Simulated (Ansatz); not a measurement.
The system is Ni.

```
Ni
1.0
     2.44802    0.00000    0.00000
    -1.22401    2.12005    0.00000
     0.00000    0.00000    4.07281
Ni
2
Direct
  0.66667 0.33333 0.75000
  0.33333 0.66667 0.25000
```

This isn't the form of Ni at room conditions, which is fcc.

| Quantity | Value |
| --- | --- |
| Program | Ansatz 0.2.0 |
| Task | relaxation of cell and atoms |
| Functional | LDA |
| Potentials or basis | Ansatz PAW |
| Cutoff | 420 eV (not typed: the program's choice for these potentials) |
| k mesh | 12 × 12 × 7 |
| Occupations | fermi-dirac, width 0.05 eV |
| Spin | collinear spin, ferromagnetic start |
| Starting moments | [1.0, 1.0] μB |

At the start: volume 10.57 Å³/atom.

Q: Where does the relaxation end?

A: It ends after 6 steps and the volume is 10.07 Å³/atom (-4.8 %); space group P6_3/mmc (No. 194, to 0.05 Å); moment 1.20 μB per cell.

Step by step:
```csv
step,energy change (eV),largest force (eV/Å),volume (Å³)
1,0.0000,0.0000,21.14
2,-0.0288,0.0000,20.62
3,-0.0390,0.0000,20.07
4,-0.0391,0.0000,20.13
5,-0.0391,0.0000,20.13
6,-0.0385,0.0000,20.13
```

Final structure:
```xyz
2
Lattice="2.4207 0.0000 0.0000 -1.2103 2.0964 0.0000 0.0000 0.0000 3.9668" Properties=species:S:1:pos:R:3 pbc="T T T"
Ni    1.2103    0.6988    2.9751
Ni    0.0000    1.3976    0.9917
```

Caveat: the plane-wave basis is chosen anew once the cell has moved, so the energies of steps on either side of that aren't comparable; the PAW data sets come from PBE, with cores solved anew for the run's functional, which leaves a small shift of forces and pressure.
